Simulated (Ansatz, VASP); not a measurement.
# Cross-check of GaHN (zigzag GaN ribbon N=2 H edges) between VASP and Ansatz, part 2 of 2

Wanted: the spread between two codes on one cell, functional and k mesh. Of the first pair: The structure shown is the start of the Ansatz relaxation below; VASP solves that cell, so the two are compared at the walk's first step.

VASP 6.6.1 and Ansatz 0.2.0.

So far: Set-up; Ansatz: relaxation, PBE.

**3. VASP: single point, PBE, start cell, pair 1**

Level of this step: PBE, zero-moment start; plane waves and PAW (H, Ga_d, N) (VASP).

The same cell, functional, mesh and smearing now go to VASP, with its own data sets.

Lines of VASP's logs that name or quote its potential files are left out, and so is its time.

INCAR reads:

```
SYSTEM = GaHN
PREC = Accurate
ENCUT = 520
EDIFF = 1E-06
NELM = 200
ISMEAR = -1
SIGMA = 0.05
LREAL = .FALSE.
ALGO = Normal
GGA = PE
NBANDS = 28
ISPIN = 2
MAGMOM = 0 -0 0 -0 0 -0
LORBIT = 11
LWAVE = .FALSE.
LCHARG = .FALSE.
ISIF = 2
LASPH = .TRUE.
GGA_COMPAT = .FALSE.
KPAR = 2
```

POSCAR reads:

```
GaHN
1.0
   13.2500000000      0.0000000000      0.0000000000
    0.0000000000      7.0000000000      0.0000000000
    0.0000000000      0.0000000000      3.2042940000
H Ga N
2 2 2
Direct
    0.2641509434      0.5000000000      0.0000000000
    0.7358490566      0.5000000000      0.0000000000
    0.3796226415      0.5000000000      0.0000000000
    0.5890566038      0.5000000000      0.5000000000
    0.6588679245      0.5000000000      0.0000000000
    0.4494339623      0.5000000000      0.5000000000
```

KPOINTS reads:

```
Automatic mesh
0
Gamma
1 1 25
0 0 0
```

PAW data sets: H, Ga_d and N (PBE family, release 64).

Launch:

```
> mpirun -np 2 vasp_std
```

Numbers of over 12 decimals in the logs are rounded to 6 here.

Log:

```text
[banner, memory and clock lines left out]
running    2 mpi-ranks, on    1 nodes
 distrk:  each k-point on    1 cores,    2 groups
 distr:  one band on    1 cores,    1 groups

 POSCAR found type information on POSCAR H GaN
 POSCAR found :  3 types and       6 ions
 LDA part: xc-table for (Slater+PW92), standard interpolation
 POSCAR, INCAR and KPOINTS ok, starting setup
 FFT: planning ... GRIDC
 FFT: planning ... GRID_SOFT
 FFT: planning ... GRID
 WAVECAR not read
 entering main loop
       N       E                     dE             d eps       ncg     rms          rms(c)
DAV:   1     0.275896300296E+03    0.27590E+03   -0.16804E+04  1544   0.125E+03
DAV:   2     0.196022146387E+02   -0.25629E+03   -0.24447E+03  1772   0.295E+02
DAV:   3    -0.326709674932E+02   -0.52273E+02   -0.51763E+02  1776   0.128E+02
DAV:   4    -0.360635685944E+02   -0.33926E+01   -0.33803E+01  2168   0.377E+01
DAV:   5    -0.361107332696E+02   -0.47165E-01   -0.47142E-01  1776   0.402E+00    0.133E+01
DAV:   6    -0.296862912877E+02    0.64244E+01   -0.24844E+01  2728   0.522E+01    0.429E+00
DAV:   7    -0.297318610184E+02   -0.45570E-01   -0.29675E+00  1680   0.133E+01    0.357E+00
DAV:   8    -0.295903329571E+02    0.14153E+00   -0.64970E-01  2096   0.981E+00    0.101E+00
DAV:   9    -0.295380960790E+02    0.52237E-01   -0.23506E-01  2060   0.825E+00    0.367E-01
DAV:  10    -0.295401233979E+02   -0.20273E-02   -0.30526E-02  1628   0.188E+00    0.250E-01
DAV:  11    -0.295416370025E+02   -0.15136E-02   -0.12101E-02  1708   0.140E+00    0.138E-01
DAV:  12    -0.295425136435E+02   -0.87664E-03   -0.49466E-03  1776   0.683E-01    0.686E-02
DAV:  13    -0.295435437210E+02   -0.10301E-02   -0.86418E-04  1580   0.306E-01    0.436E-02
DAV:  14    -0.295438905715E+02   -0.34685E-03   -0.27431E-04  1600   0.119E-01    0.292E-02
[...]
DAV:  18    -0.295450219986E+02   -0.39147E-03   -0.48848E-05  1508   0.491E-02    0.611E-03
DAV:  19    -0.295450903092E+02   -0.68311E-04   -0.16187E-05  1668   0.245E-02    0.284E-03
DAV:  20    -0.295451046195E+02   -0.14310E-04   -0.32233E-06  1480   0.128E-02    0.197E-03
DAV:  21    -0.295451097838E+02   -0.51644E-05   -0.82588E-07  1220   0.741E-03    0.155E-03
DAV:  22    -0.295451142397E+02   -0.44559E-05   -0.55853E-07  1208   0.522E-03    0.536E-04
DAV:  23    -0.295451158735E+02   -0.16338E-05   -0.16595E-07  1236   0.342E-03    0.564E-04
DAV:  24    -0.295451170503E+02   -0.11768E-05   -0.12075E-07  1160   0.175E-03    0.346E-04
DAV:  25    -0.295451174683E+02   -0.41799E-06   -0.51929E-08  1232   0.110E-03
   1 F= -.29545117E+02 E0= -.29545117E+02  d E =-.234815E-10  mag=    -0.0000
```

From OUTCAR (step 3):

```text
ion  position               nearest neighbor table
   1  0.264  0.500  0.000-   3 1.53
   2  0.736  0.500  0.000-   5 1.02
   3  0.380  0.500  0.000-   1 1.53   6 1.85   6 1.85
   4  0.589  0.500  0.500-   6 1.85   5 1.85   5 1.85
   5  0.659  0.500  0.000-   2 1.02   4 1.85   4 1.85
   6  0.449  0.500  0.500-   4 1.85   3 1.85   3 1.85

  LATTYP: Found a simple orthorhombic cell.
 ALAT       =     3.2042940000
 B/A-ratio  =     2.1845685820
 C/A-ratio  =     4.1350762446

 Subroutine GETGRP returns: Found  4 space group operations
 (whereof  4 operations were pure point group operations)

The static configuration has the point symmetry C_2v.

 Found     13 irreducible k-points:

   k-points           NKPTS =     13   k-points in BZ     NKDIM =     13   number of bands    NBANDS=     28

   dimension x,y,z NGX =   100 NGY =   54 NGZ =   24
   dimension x,y,z NGXF=   200 NGYF=  108 NGZF=   48

   ENCUT  =  520.0 eV  38.22 Ry    6.18 a.u.  24.64 13.02  5.96*2*pi/ulx,y,z

   NELECT =      38.0000    total number of electrons

 k-points in reciprocal lattice and weights: Automatic mesh
   0.00000000  0.00000000  0.00000000       0.040
   0.00000000  0.00000000  0.04000000       0.080
   0.00000000  0.00000000  0.08000000       0.080
   0.00000000  0.00000000  0.12000000       0.080
   0.00000000  0.00000000  0.16000000       0.080
   0.00000000  0.00000000  0.20000000       0.080
   0.00000000  0.00000000  0.24000000       0.080
   0.00000000  0.00000000  0.28000000       0.080
   0.00000000  0.00000000  0.32000000       0.080
   0.00000000  0.00000000  0.36000000       0.080
   0.00000000  0.00000000  0.40000000       0.080
   0.00000000  0.00000000  0.44000000       0.080
   0.00000000  0.00000000  0.48000000       0.080

 average (electrostatic) potential at core
       1 -38.8896       2 -41.4131       3 -72.5707       4 -72.3575       5 -70.6760
       6 -70.8278

 E-fermi :  -2.4015

 spin component 1
 k-point     1 :       0.0000    0.0000    0.0000
  band No.  band energies     occupation
    ...
     15      -5.7598      1.00000
     16      -5.3357      1.00000
     17      -5.0898      1.00000
     18      -4.5196      1.00000
     19      -4.3893      1.00000
     20      -0.6640      0.00000
     21       0.5780      0.00000
     22       0.7256      0.00000
     23       1.2622      0.00000
     24       1.8848      0.00000
    ...

 k-point     2 :       0.0000    0.0000    0.0400
  band No.  band energies     occupation
    ...
     15      -5.7421      1.00000
     16      -5.4152      1.00000
     17      -5.1080      1.00000
     18      -4.5054      1.00000
     19      -4.4614      1.00000
     20      -0.6083      0.00000
     21       0.6217      0.00000
     22       0.7318      0.00000
     23       1.2892      0.00000
     24       1.9240      0.00000
    ...

 k-point     3 :       0.0000    0.0000    0.0800
  band No.  band energies     occupation
    ...
     15      -5.6891      1.00000
     16      -5.6304      1.00000
     17      -5.1870      1.00000
     18      -4.6389      1.00000
     19      -4.4635      1.00000
     20      -0.4573      0.00000
     21       0.7396      0.00000
     22       0.7491      0.00000
     23       1.3688      0.00000
     24       2.0365      0.00000
    ...

 k-point     4 :       0.0000    0.0000    0.1200
  band No.  band energies     occupation
    ...
     15      -5.9332      1.00000
     16      -5.6023      1.00000
     17      -5.3883      1.00000
     18      -4.8187      1.00000
     19      -4.3956      1.00000
     20      -0.2447      0.00000
     21       0.7743      0.00000
     22       0.9046      0.00000
     23       1.4973      0.00000
     24       2.2074      0.00000
    ...

 k-point     5 :       0.0000    0.0000    0.1600
  band No.  band energies     occupation
    ...
     15      -6.2693      1.00000
     16      -5.7255      1.00000
     17      -5.4837      1.00000
     18      -4.9394      1.00000
     19      -4.3047      1.00000
     20       0.0018      0.00000
     21       0.8013      0.00000
     22       1.0955      0.00000
     23       1.6696      0.00000
     24       2.2721      0.00000
    ...

 k-point     6 :       0.0000    0.0000    0.2000
  band No.  band energies     occupation
    ...
     15      -6.5879      1.00000
     16      -6.1212      1.00000
     17      -5.3364      1.00000
     18      -5.0331      1.00000
     19      -4.1952      1.00000
     20       0.2670      0.00000
     21       0.8225      0.00000
     22       1.3029      0.00000
     23       1.8799      0.00000
     24       2.2347      0.00000
    ...

  Total       -0.0089473      0.2261636     -0.2229087      0.0000000      0.0000000      0.0000000
  in kB       -0.0482341      1.2192341     -1.2016870      0.0000000      0.0000000      0.0000000
  external PRESSURE =      -0.0102290 kB  Pullay stress =       0.0000000 kB

  energy-cutoff  :      520.00
  volume of cell :      297.20
      direct lattice vectors                 reciprocal lattice vectors
    13.250000000  0.000000000  0.000000000     0.075471698  0.000000000  0.000000000
     0.000000000  7.000000000  0.000000000     0.000000000  0.142857143  0.000000000
     0.000000000  0.000000000  3.204294000     0.000000000  0.000000000  0.312081226

 POSITION                                       TOTAL-FORCE (eV/Angst)
 -----------------------------------------------------------------------------------
      3.50000      3.50000      0.00000        -0.356643      0.000000      0.000000
      9.75000      3.50000      0.00000        -0.172059      0.000000      0.000000
      5.03000      3.50000      0.00000         0.075781      0.000000      0.000000
      7.80500      3.50000      1.60215         0.804900      0.000000      0.000000
      8.73000      3.50000      0.00000        -0.573869      0.000000      0.000000
      5.95500      3.50000      1.60215         0.221890      0.000000      0.000000
 -----------------------------------------------------------------------------------
    total drift:                               -0.000422      0.000000     -0.000005

  FREE ENERGIE OF THE ION-ELECTRON SYSTEM (eV)
  ---------------------------------------------------
  free  energy   TOTEN  =       -29.5451174683 eV

  energy  without entropy=      -29.5451174682  energy(sigma->0) =      -29.54511747

 total charge
# of ion       s       p       d       tot
------------------------------------------
    1        0.544   0.011   0.000   0.554
    2        0.630   0.084   0.000   0.715
    3        0.876   0.905  10.101  11.882
    4        0.830   0.912  10.153  11.895
    5        1.207   2.605   0.000   3.812
    6        1.219   2.515   0.000   3.734
--------------------------------------------------
tot          5.305   7.032  20.254  32.591

 magnetization (x)
# of ion       s       p       d       tot
------------------------------------------
    1       -0.000   0.000   0.000  -0.000
    2        0.000  -0.000   0.000   0.000
    3        0.000  -0.000   0.000   0.000
    4        0.000  -0.000   0.000  -0.000
    5       -0.000  -0.000   0.000  -0.000
    6       -0.000   0.000   0.000   0.000
--------------------------------------------------
tot         -0.000  -0.000   0.000  -0.000

[... 2 further parts left out ...]
```

**4. Side by side**

Known differences besides the potentials themselves: the cutoff is 420 eV in Ansatz and 520 eV in VASP. Total energies have different zeros and are not compared.

Forces (eV/Å; atoms numbered as in POSCAR):

| atom | Ansatz x, y, z | VASP x, y, z |
| --- | --- | --- |
| H1 | -0.385, 0.000, 0.000 | -0.357, 0.000, 0.000 |
| H2 | -0.170, 0.000, 0.000 | -0.172, 0.000, 0.000 |
| Ga3 | 0.088, 0.000, 0.000 | 0.076, 0.000, 0.000 |
| Ga4 | 0.803, 0.000, 0.000 | 0.805, 0.000, 0.000 |
| N5 | -0.557, 0.000, 0.000 | -0.574, 0.000, 0.000 |
| N6 | 0.221, 0.000, 0.000 | 0.222, 0.000, 0.000 |

The forces differ by 8.3 meV/Å r.m.s., which is 3.2 % of the r.m.s. force of 0.257 eV/Å (both taken over all components). Moments aren't recorded for both runs of this pair, so they may hold unlike magnetic states.

**5. Ansatz: relaxation, PBE**

This run makes the geometry at which the two programs are then compared. The cell compared in this pair holds 298.44 Å³, against 297.20 Å³ for the pair before.

The structure compared here is the end of the Ansatz relaxation.

input.yaml reads:

```yaml
crystal:
  lattice:
    - [13.25, 0.0, 0.0]
    - [0.0, 7.0, 0.0]
    - [0.0, 0.0, 3.204293994]
  atoms:
    - { symbol: H, position: [0.264150943, 0.5, 0.0] }
    - { symbol: Ga, position: [0.379622642, 0.5, 0.0], spin: 0.5 }
    - { symbol: "N", position: [0.658867925, 0.5, 0.0], spin: -0.5 }
    - { symbol: H, position: [0.735849057, 0.5, 0.0] }
    - { symbol: "N", position: [0.449433962, 0.5, 0.5] }
    - { symbol: Ga, position: [0.589056604, 0.5, 0.5] }
magnetization:
  spin_polarized: true
kpoints:
  mp_grid: { grid: [1, 1, 25] }
scf:
  occupations: { method: fermi_dirac, width: 0.05 }
hamiltonian:
  xc: pbe
relax:
  cell: { fix: [a, b, alpha, beta, gamma] }
  max_steps: 60
```

Launch:

```
> ansatz run input.yaml --threads 8 --pin off --max-ram 16384MiB --backend cpu --events-out ev --progress --plain --runs-dir out
```

Log:

```text
[...]
Crystal: 6 atoms, lattice volume = 297.198 Å³
Basis set: ecut = 420 eV, 5817 PW (Γ), exchange–correlation on 180×96×48 points (8 copies of the dense FFT grid, shifted against one another)
Bands: 26, of which v1, the nominal top of the filled ones, is band 19 counted from 1 (18 counted from 0)
Symmetry: 4 space group operations
[...]
cell:  # Å, volume = 298.4443 Å³
    - [13.25, 0.0, 0.0]
    - [0.0, 7.0, 0.0]
    - [0.0, 0.0, 3.217729]
  atoms:
    - { symbol: H, position: [0.263022, 0.500000, 0.0] }
    - { symbol: Ga, position: [0.380492, 0.500000, 0.0] }
    - { symbol: N, position: [0.657101, 0.500000, 0.0] }
    - { symbol: H, position: [0.733861, 0.500000, 0.0] }
    - { symbol: N, position: [0.451217, 0.500000, 0.5] }
    - { symbol: Ga, position: [0.591288, 0.500000, 0.5] }
[key lines of the parts left out:]
SCF converged after 7 iterations
Magnetization: 0.0000 μB (19.0000 up, 19.0000 down)
Free energy (F): -8366.039771 eV
Fermi energy:    -1.476580 eV
P = ⅓ Tr σ = 0.0494 GPa (0.494 kbar)
```

**6. VASP: single point, PBE, relaxed cell, pair 2**

The same cell, functional, mesh and smearing now go to VASP, with its own data sets.

INCAR, as its differences from that of step 3:

```diff
@@ -2,3 +2,3 @@
 PREC = Accurate
-ENCUT = 520
+ENCUT = 600
 EDIFF = 1E-06
```

POSCAR reads:

```
GaHN
1.0
   13.2500000000      0.0000000000      0.0000000000
    0.0000000000      7.0000000000      0.0000000000
    0.0000000000      0.0000000000      3.2177285074
H Ga N
2 2 2
Direct
    0.2630222521      0.5000000000      0.0000000000
    0.7338611470      0.5000000000      0.0000000000
    0.3804915293      0.5000000000      0.0000000000
    0.5912877690      0.5000000000      0.5000000000
    0.6571011280      0.5000000000      0.0000000000
    0.4512173076      0.5000000000      0.5000000000
```

KPOINTS is that of step 3.

Launch:

```
> mpirun -np 2 vasp_std
```

Log:

```text
[... set-up lines as in an earlier step ...]
 entering main loop
       N       E                     dE             d eps       ncg     rms          rms(c)
DAV:   1     0.289401530425E+03    0.28940E+03   -0.17766E+04  1516   0.138E+03
DAV:   2     0.218378179174E+02   -0.26756E+03   -0.25442E+03  1792   0.315E+02
DAV:   3    -0.324781777382E+02   -0.54316E+02   -0.53800E+02  1780   0.134E+02
DAV:   4    -0.360984252261E+02   -0.36202E+01   -0.36066E+01  2112   0.397E+01
[...]
DAV:  23    -0.295754934242E+02   -0.27033E-05   -0.24810E-07  1184   0.237E-03    0.681E-04
DAV:  24    -0.295754945050E+02   -0.10808E-05   -0.10066E-07  1204   0.180E-03    0.360E-04
DAV:  25    -0.295754948875E+02   -0.38254E-06   -0.42123E-08  1196   0.134E-03
   1 F= -.29575495E+02 E0= -.29575495E+02  d E =-.896570E-10  mag=    -0.0000
```

OUTCAR, selected parts (step 6):

```text
  Total       -0.1828527      0.2085239     -0.1981849      0.0000000      0.0000000      0.0000000
  in kB       -0.9816321      1.1194461     -1.0639419      0.0000000      0.0000000      0.0000000
  external PRESSURE =      -0.3087093 kB  Pullay stress =       0.0000000 kB

 POSITION                                       TOTAL-FORCE (eV/Angst)
 -----------------------------------------------------------------------------------
      3.48504      3.50000      0.00000         0.023887      0.000000      0.000000
      9.72366      3.50000      0.00000         0.004067      0.000000      0.000000
      5.04151      3.50000      0.00000        -0.010536      0.000000      0.000000
      7.83456      3.50000      1.60886         0.007269      0.000000      0.000000
      8.70659      3.50000      0.00000        -0.024617      0.000000      0.000000
      5.97863      3.50000      1.60886        -0.000070      0.000000      0.000000
 -----------------------------------------------------------------------------------
    total drift:                               -0.000235     -0.000000      0.000000

  FREE ENERGIE OF THE ION-ELECTRON SYSTEM (eV)
  ---------------------------------------------------
  free  energy   TOTEN  =       -29.5754948875 eV

  energy  without entropy=      -29.5754948874  energy(sigma->0) =      -29.57549489

 magnetization (x)
# of ion       s       p       d       tot
------------------------------------------
    1       -0.000   0.000   0.000  -0.000
    2       -0.000  -0.000   0.000  -0.000
    3        0.000   0.000  -0.000   0.000
    4       -0.000   0.000  -0.000   0.000
    5       -0.000  -0.000   0.000  -0.000
    6       -0.000  -0.000   0.000  -0.000
--------------------------------------------------
tot         -0.000   0.000  -0.000  -0.000

[... 1 part as in an earlier step ...]

[... 2 further parts left out ...]
[key lines of the parts left out:]
E-fermi :  -2.5954
```

**7. Differences**

What differs besides the data sets and the points named for the pairs above, as far as they apply: the cutoff is 420 eV in Ansatz and 600 eV in VASP; Ansatz's pressure holds a Pulay correction, VASP's none. Total energies have different zeros and are not compared.

Both answers:

| quantity | Ansatz | VASP | difference |
| --- | --- | --- | --- |
| pressure (GPa) | 0.05 | -0.03 | +0.08 |

At this near-relaxed geometry the largest component of a force difference is 23 meV/Å.

**8. Summary of results**

```
r.m.s. force difference (single point, PBE, start cell, pair 1)   : 3.2 % of the r.m.s. force
difference in pressure (single point, PBE, relaxed cell, pair 2)  : 0.080 GPa
r.m.s. force difference (single point, PBE, relaxed cell, pair 2) : 8.0 meV/Å
```

The r.m.s. force difference is 3.2 % of the r.m.s. force (single point, PBE, start cell, pair 1), beyond the 3 % picked in this series as the mark of a large difference. How closely two codes agree says nothing of how well the functional describes the real material.

[Lines on the potential files, build, host, timing and source positions are cut from VASP's logs without a mark.]

[Logs are printed without paths, hosts, clocks, repeated set-up lines and the standing remarks that a program may print on its own settings, such as how far it seeks lower states.]

[Hosts, paths, dates, database ids (printed as entryN), source tags and the programs' standing remarks are cut or masked in the printed files.]
